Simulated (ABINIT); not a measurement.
# CsH (Fm-3m) in ABINIT: notebook

One crystal, CsH, is run at these levels: LDA; tasks: single point.

All numbers are computed with ABINIT 10.8.3 (patched build); they aren't measurements. Logs are shortened: lines on timing, memory, paths and dates and some standing lists are left out, and cuts for length are marked. The log counts tension as positive stress, the text compression.

## (1) Starting point

It takes space group Fm-3m (No. 225, cubic). The conventional cell has a = 6.376 Å, b = 6.376 Å, c = 6.376 Å, α = 90.00°, β = 90.00°, γ = 90.00°. Cs (site symmetry m-3m) is surrounded by 6 H at 3.19 Å. Around H (site symmetry m-3m) lie 6 Cs at 3.19 Å.

## (2) Single point, LDA

The input, run.abi:

```
# Pseudopotentials
pp_dirpath "./"
pseudos "Cs.upf, H.upf"

# Structure
acell 3*1.0
rprim
     0.0000000000     6.0244468853     6.0244468853
     6.0244468853     0.0000000000     6.0244468853
     6.0244468853     6.0244468853     0.0000000000
ntypat 2
znucl 55 1
natom 2
typat 1 2
xred
     0.0000000000     0.0000000000     0.0000000000
     0.5000000000     0.5000000000     0.5000000000

# Plane-wave basis
ecut 761.918815 eV

# k points
kptopt 1
ngkpt 5 5 5
nshiftk 1
shiftk 0.0 0.0 0.0

# Exchange and correlation
ixc 7

# Bands and occupations
nband 9
occopt 3
tsmear 0.00183747

# SCF cycle
nstep 100
tolvrs 1.0e-10

# Output
iomode 3
prtwf 0
prtden 0
prteig 0
prtebands 0
enunit 2
```

Potentials or basis: PseudoDojo NC SR LDA v0.4.1 standard.

The run is started by

```console
$ abinit run.abi > log 2>&1
```

run.abo:

```text
.Version 10.8.3 of ABINIT
 Symmetries : space group Fm -3 m (#225); Bravais cF (face-center cubic)
================================================================================
 Values of the parameters that define the memory need of the present run
     intxc =       0    ionmov =       0      iscf =       7    lmnmax =       8
     lnmax =       8     mgfft =      45  mpssoang =       4    mqgrid =    3001
     natom =       2  nloc_mem =       1    nspden =       1   nspinor =       1
    nsppol =       1      nsym =      48    n1xccc =    2501    ntypat =       2
    occopt =       3   xclevel =       1
       mpw =        3117          nfft =       91125          nkpt =          10
================================================================================
================================================================================

--------------------------------------------------------------------------------
------------- Echo of variables that govern the present computation ------------
--------------------------------------------------------------------------------
 -outvars: echo values of preprocessed input variables --------
            acell      1.0000000000E+00  1.0000000000E+00  1.0000000000E+00 Bohr
              amu      1.32905430E+02  1.00794000E+00
             ecut      2.80000000E+01 Hartree
           enunit           2
              ixc           7
         kptrlatt        5    0    0      0    5    0      0    0    5
          kptrlen      4.25992725E+01
            natom           2
            nband           9
            ngfft          45      45      45
             nkpt          10
            nstep         100
             nsym          48
           ntypat           2
           occopt           3
           prtden           0
        prtebands           0
           prteig           0
            prtwf           0
            rprim      0.0000000000E+00  6.0244468853E+00  6.0244468853E+00
                       6.0244468853E+00  0.0000000000E+00  6.0244468853E+00
                       6.0244468853E+00  6.0244468853E+00  0.0000000000E+00
          spgroup         225
           tolvrs      1.00000000E-10
           tsmear      1.83747000E-03 Hartree
            typat      1  2
           xangst      0.0000000000E+00  0.0000000000E+00  0.0000000000E+00
                       3.1879999978E+00  3.1879999978E+00  3.1879999978E+00
            xcart      0.0000000000E+00  0.0000000000E+00  0.0000000000E+00
                       6.0244468853E+00  6.0244468853E+00  6.0244468853E+00
             xred      0.0000000000E+00  0.0000000000E+00  0.0000000000E+00
                       5.0000000000E-01  5.0000000000E-01  5.0000000000E-01
            znucl       55.00000    1.00000

================================================================================

 chkinp: Checking input parameters for consistency.

================================================================================
== DATASET  1 ==================================================================

--- !DatasetInfo
iteration_state: {dtset: 1, }
dimensions: {natom: 2, nkpt: 10, mband: 9, nsppol: 1, nspinor: 1, nspden: 1, mpw: 3117, }
cutoff_energies: {ecut:  28.0, pawecutdg:  -1.0, }
electrons: {nelect:   1.00000000E+01, charge:   0.00000000E+00, occopt:   3.00000000E+00, tsmear:   1.83747000E-03, }
meta: {optdriver: 0, ionmov: 0, optcell: 0, iscf: 7, paral_kgb: 0, }
...

 Exchange-correlation functional for the present dataset will be:
  LDA: Perdew-Wang 92 LSD fit to Ceperley-Alder data - ixc=7
  J.P.Perdew and Y.Wang, PRB 45, 13244 (1992)

 Real(R)+Recip(G) space primitive vectors, cartesian coordinates (Bohr,Bohr^-1):
 R(1)=  0.0000000  6.0244469  6.0244469  G(1)= -0.0829952  0.0829952  0.0829952
 R(2)=  6.0244469  0.0000000  6.0244469  G(2)=  0.0829952 -0.0829952  0.0829952
 R(3)=  6.0244469  6.0244469  0.0000000  G(3)=  0.0829952  0.0829952 -0.0829952
 Unit cell volume ucvol=  4.3730207E+02 bohr^3
 Angles (23,13,12)=  6.00000000E+01  6.00000000E+01  6.00000000E+01 degrees

 getcut: wavevector=  0.0000  0.0000  0.0000  ngfft=  45  45  45
         ecut(hartree)=     28.000   => boxcut(ratio)=   2.16809

--- Pseudopotential description ------------------------------------------------
- pspini: atom type   1  psp file is ./Cs.upf
12 -1012 3 -1 2328                            pspcod,pspxc,lmax,lloc,mmax
     nproj     2     2     2     2

- pspini: atom type   2  psp file is ./H.upf
12 -1012 1 -1 1180                            pspcod,pspxc,lmax,lloc,mmax
     nproj     2     1     0     0

   2.20416525E+02                                ecore*ucvol(ha*bohr**3)
--------------------------------------------------------------------------------

================================================================================

--- !BeginCycle
iteration_state: {dtset: 1, }
solver: {iscf: 7, nstep: 100, nline: 4, wfoptalg: 0, }
tolerances: {tolvrs: 1.00E-10, }
...

     iter   Etot(hartree)      deltaE(h)  residm     vres2
 ETOT  1  -23.997369906918    -2.400E+01 1.007E-02 2.160E+02
 ETOT  2  -24.026550416791    -2.918E-02 8.551E-04 1.148E+00
 ETOT  3  -24.026840719047    -2.903E-04 2.242E-04 4.446E-01
 ETOT  4  -24.026874920236    -3.420E-05 5.347E-05 5.351E-04
 ETOT  5  -24.026875234109    -3.139E-07 1.822E-05 1.459E-04
 ETOT  6  -24.026875267242    -3.313E-08 4.964E-06 7.700E-06
 ETOT  7  -24.026875268537    -1.294E-09 3.427E-06 1.115E-06
 ETOT  8  -24.026875268710    -1.737E-10 9.155E-07 4.665E-08
 ETOT  9  -24.026875268718    -7.589E-12 6.589E-07 2.817E-09
 ETOT 10  -24.026875268718    -4.690E-13 1.741E-07 1.684E-11

 At SCF step   10       vres2   =  1.68E-11 < tolvrs=  1.00E-10 =>converged.

 Cartesian components of stress tensor (hartree/bohr^3)
  sigma(1 1)=  4.45773173E-05  sigma(3 2)=  0.00000000E+00
  sigma(2 2)=  4.45773173E-05  sigma(3 1)=  0.00000000E+00
  sigma(3 3)=  4.45773173E-05  sigma(2 1)=  0.00000000E+00

--- !ResultsGS
iteration_state: {dtset: 1, }
comment   : Summary of ground state results
lattice_vectors:
- [  0.0000000,   6.0244469,   6.0244469, ]
- [  6.0244469,   0.0000000,   6.0244469, ]
- [  6.0244469,   6.0244469,   0.0000000, ]
lattice_lengths: [   8.51985,    8.51985,    8.51985, ]
lattice_angles: [ 60.000,  60.000,  60.000, ] # degrees, (23, 13, 12)
lattice_volume:   4.3730207E+02
convergence: {deltae: -4.690E-13, res2:  1.684E-11, residm:  1.741E-07, diffor: null, }
etotal    :  -2.40268753E+01
entropy   :   0.00000000E+00
fermie    :   1.01573597E-01
cartesian_stress_tensor: # hartree/bohr^3
- [  4.45773173E-05,   0.00000000E+00,   0.00000000E+00, ]
- [  0.00000000E+00,   4.45773173E-05,   0.00000000E+00, ]
- [  0.00000000E+00,   0.00000000E+00,   4.45773173E-05, ]
pressure_GPa:  -1.3115E+00
xred      :
- [  0.0000E+00,   0.0000E+00,   0.0000E+00, Cs]
- [  5.0000E-01,   5.0000E-01,   5.0000E-01,  H]
cartesian_forces: # hartree/bohr
- [ -0.00000000E+00,  -0.00000000E+00,  -0.00000000E+00, ]
- [ -0.00000000E+00,  -0.00000000E+00,  -0.00000000E+00, ]
force_length_stats: {min:   0.00000000E+00, max:   0.00000000E+00, mean:   0.00000000E+00, }
...

 Integrated electronic density in atomic spheres:
 ------------------------------------------------
 Atom  Sphere_radius  Integrated_density
    1        2.00000          4.47250114
    2        2.00000          1.08620278
================================================================================

 ----iterations are completed or convergence reached----

 Mean square residual over all n,k,spin=   21.828E-10; max=  17.411E-08
 reduced coordinates (array xred) for    2 atoms
       0.000000000000      0.000000000000      0.000000000000
       0.500000000000      0.500000000000      0.500000000000
 rms dE/dt=  0.0000E+00; max dE/dt=  0.0000E+00; dE/dt below (all hartree)
    1       0.000000000000      0.000000000000      0.000000000000
    2       0.000000000000      0.000000000000      0.000000000000

 cartesian coordinates (angstrom) at end:
    1      0.00000000000000     0.00000000000000     0.00000000000000
    2      3.18799999783354     3.18799999783354     3.18799999783354

 cartesian forces (hartree/bohr) at end:
    1     -0.00000000000000    -0.00000000000000    -0.00000000000000
    2     -0.00000000000000    -0.00000000000000    -0.00000000000000
 frms,max,avg= 0.0000000E+00 0.0000000E+00   0.000E+00  0.000E+00  0.000E+00 h/b

 cartesian forces (eV/Angstrom) at end:
    1     -0.00000000000000    -0.00000000000000    -0.00000000000000
    2     -0.00000000000000    -0.00000000000000    -0.00000000000000
 frms,max,avg= 0.0000000E+00 0.0000000E+00   0.000E+00  0.000E+00  0.000E+00 e/A
 length scales=  1.000000000000  1.000000000000  1.000000000000 bohr
              =  0.529177210544  0.529177210544  0.529177210544 angstroms
 Fermi (or HOMO) energy (hartree) =   0.10157   Average Vxc (hartree)=  -0.28350
 Eigenvalues (hartree) for nkpt=  10  k points:
 kpt#   1, nband=  9, wtk=  0.00800, kpt=  0.0000  0.0000  0.0000 (reduced coord)
  -0.72636   -0.22573   -0.22573   -0.22573   -0.00421    0.24859    0.24859    0.24859
   0.27252
      occupation numbers for kpt#   1
   2.00000    2.00000    2.00000    2.00000    2.00000    0.00000    0.00000    0.00000
   0.00000
 prteigrs : prtvol=0 or 1, do not print more k-points.

 Fermi (or HOMO) energy (eV) =   2.76396   Average Vxc (eV)=  -7.71448
 Eigenvalues (   eV  ) for nkpt=  10  k points:
 kpt#   1, nband=  9, wtk=  0.00800, kpt=  0.0000  0.0000  0.0000 (reduced coord)
 -19.76530   -6.14246   -6.14246   -6.14246   -0.11457    6.76437    6.76437    6.76437
   7.41565
 prteigrs : prtvol=0 or 1, do not print more k-points.

--- !EnergyTerms
iteration_state     : {dtset: 1, }
comment             : Components of total free energy in Hartree
kinetic             :  5.64838967748562E+00
hartree             :  3.20041902456759E+00
xc                  : -7.18810317341489E+00
Ewald energy        : -1.64153610089007E+01
psp_core            :  5.04037229586083E-01
local_psp           : -1.30818141830088E+01
non_local_psp       :  3.30555716496692E+00
internal            : -2.40268752687181E+01
'-kT*entropy'       : -2.30696636312571E-13
total_energy        : -2.40268752687184E+01
total_energy_eV     : -6.53804583221104E+02
band_energy         : -2.80228865221677E+00
...

 Cartesian components of stress tensor (hartree/bohr^3)
  sigma(1 1)=  4.45773173E-05  sigma(3 2)=  0.00000000E+00
  sigma(2 2)=  4.45773173E-05  sigma(3 1)=  0.00000000E+00
  sigma(3 3)=  4.45773173E-05  sigma(2 1)=  0.00000000E+00

-Cartesian components of stress tensor (GPa)         [Pressure= -1.3115E+00 GPa]
- sigma(1 1)=  1.31150995E+00  sigma(3 2)=  0.00000000E+00
- sigma(2 2)=  1.31150995E+00  sigma(3 1)=  0.00000000E+00
- sigma(3 3)=  1.31150995E+00  sigma(2 1)=  0.00000000E+00

== END DATASET(S) ==============================================================
================================================================================

 -outvars: echo values of variables after computation  --------
            acell      1.0000000000E+00  1.0000000000E+00  1.0000000000E+00 Bohr
           etotal     -2.4026875269E+01
            fcart     -0.0000000000E+00 -0.0000000000E+00 -0.0000000000E+00
                      -0.0000000000E+00 -0.0000000000E+00 -0.0000000000E+00
            rprim      0.0000000000E+00  6.0244468853E+00  6.0244468853E+00
                       6.0244468853E+00  0.0000000000E+00  6.0244468853E+00
                       6.0244468853E+00  6.0244468853E+00  0.0000000000E+00
           strten      4.4577317259E-05  4.4577317259E-05  4.4577317259E-05
                       0.0000000000E+00  0.0000000000E+00  0.0000000000E+00
           xangst      0.0000000000E+00  0.0000000000E+00  0.0000000000E+00
                       3.1879999978E+00  3.1879999978E+00  3.1879999978E+00
             xred      0.0000000000E+00  0.0000000000E+00  0.0000000000E+00
                       5.0000000000E-01  5.0000000000E-01  5.0000000000E-01
 Calculation completed.
```

Run time: 12 s. Hardware: 1 thread of Arm Neoverse V1, shared host; peak memory 0.07 GiB.

Results:

* Free energy: -653.8046 eV
* Pressure: -1.3 GPa
* Band gap on the k mesh: 2.48 eV, direct
* Valence electrons inside the program's atomic spheres: Cs 4.47; H 1.09

Levels at points of the mesh, in eV from the valence-band top:
```csv
k point,band 3,band 4,band 5,band 6,band 7,band 8
"(0.00, 0.00, 0.00)",-7.66,-7.66,-1.63,5.25,5.25,5.25
```

Caveat: spin-orbit coupling is left out, which moves the levels of the heavy elements; an odd mesh through Γ misses points on the zone boundary, where band edges often lie.

## (3) Single point, LDA

The input, run.abi:

```
pp_dirpath "./"
pseudos "Cs.upf, H.upf"

acell 3*1.0
rprim
     0.0000000000     6.0244468853     6.0244468853
     6.0244468853     0.0000000000     6.0244468853
     6.0244468853     6.0244468853     0.0000000000
ntypat 2
znucl 55 1
natom 2
typat 1 2
xcart
     0.0000000000     0.0000000000     0.0000000000
     6.0244468853     6.0244468853     6.0244468853

ecut 37.0

kptopt 1
ngkpt 5 5 5
nshiftk 1
shiftk 0.0 0.0 0.0

ixc 7

nband 9
occopt 3
tsmear 0.05 eV

nstep 100
tolvrs 1.0e-10

iomode 3
prtwf 0
prteig 0
prtebands 0
enunit 1
prtden 1
prtvha 1
prtvclmb 1
prtpot 1
prtelf 1
```

Potentials or basis: PseudoDojo NC SR LDA v0.4.1 standard.

The run is started by

```console
$ abinit run.abi > log 2>&1
```

run.abo:

```text
.Version 10.8.3 of ABINIT
 Symmetries : space group Fm -3 m (#225); Bravais cF (face-center cubic)
================================================================================
 Values of the parameters that define the memory need of the present run
     intxc =       0    ionmov =       0      iscf =       7    lmnmax =       8
     lnmax =       8     mgfft =      48  mpssoang =       4    mqgrid =    3001
     natom =       2  nloc_mem =       1    nspden =       1   nspinor =       1
    nsppol =       1      nsym =      48    n1xccc =    2501    ntypat =       2
    occopt =       3   xclevel =       1
       mpw =        4732          nfft =      110592          nkpt =          10
================================================================================
================================================================================

--------------------------------------------------------------------------------
------------- Echo of variables that govern the present computation ------------
--------------------------------------------------------------------------------
 -outvars: echo values of preprocessed input variables --------
            acell      1.0000000000E+00  1.0000000000E+00  1.0000000000E+00 Bohr
              amu      1.32905430E+02  1.00794000E+00
             ecut      3.70000000E+01 Hartree
           enunit           1
              ixc           7
         kptrlatt        5    0    0      0    5    0      0    0    5
          kptrlen      4.25992725E+01
            natom           2
            nband           9
            ngfft          48      48      48
[... 178 lines left out ...]
kinetic             :  5.64887378745320E+00
hartree             :  3.20049574915781E+00
xc                  : -7.18818062172033E+00
Ewald energy        : -1.64153610089007E+01
psp_core            :  5.04037229586083E-01
local_psp           : -1.30822568725835E+01
non_local_psp       :  3.30539004655641E+00
internal            : -2.40270016904510E+01
'-kT*entropy'       : -2.29981916270551E-13
total_energy        : -2.40270016904512E+01
total_energy_eV     : -6.53808023331707E+02
band_energy         : -2.80235905397515E+00
...

 Cartesian components of stress tensor (hartree/bohr^3)
  sigma(1 1)=  4.32428613E-05  sigma(3 2)=  0.00000000E+00
  sigma(2 2)=  4.32428613E-05  sigma(3 1)=  0.00000000E+00
  sigma(3 3)=  4.32428613E-05  sigma(2 1)=  0.00000000E+00

-Cartesian components of stress tensor (GPa)         [Pressure= -1.2722E+00 GPa]
- sigma(1 1)=  1.27224890E+00  sigma(3 2)=  0.00000000E+00
- sigma(2 2)=  1.27224890E+00  sigma(3 1)=  0.00000000E+00
- sigma(3 3)=  1.27224890E+00  sigma(2 1)=  0.00000000E+00

== END DATASET(S) ==============================================================
================================================================================

 -outvars: echo values of variables after computation  --------
            acell      1.0000000000E+00  1.0000000000E+00  1.0000000000E+00 Bohr
           etotal     -2.4027001690E+01
            fcart     -0.0000000000E+00 -0.0000000000E+00 -0.0000000000E+00
                      -0.0000000000E+00 -0.0000000000E+00 -0.0000000000E+00
            rprim      0.0000000000E+00  6.0244468853E+00  6.0244468853E+00
                       6.0244468853E+00  0.0000000000E+00  6.0244468853E+00
                       6.0244468853E+00  6.0244468853E+00  0.0000000000E+00
           strten      4.3242861253E-05  4.3242861253E-05  4.3242861253E-05
                       0.0000000000E+00  0.0000000000E+00  0.0000000000E+00
           xangst      0.0000000000E+00  0.0000000000E+00  0.0000000000E+00
                       3.1879999978E+00  3.1879999978E+00  3.1879999978E+00
             xred      0.0000000000E+00  0.0000000000E+00  0.0000000000E+00
                       5.0000000000E-01  5.0000000000E-01  5.0000000000E-01
 Calculation completed.
```

It took 15 s on 1 thread of Arm Neoverse V1, shared host; peak memory 0.08 GiB.

Results:

- Free energy: -653.8080 eV
- Pressure: -1.3 GPa
- Band gap on the k mesh: 2.48 eV, direct
- Valence electrons inside the program's atomic spheres: Cs 4.45; H 1.08

Caveat: spin-orbit coupling is left out, which moves the levels of the heavy elements; an odd mesh through Γ misses points on the zone boundary, where band edges often lie.
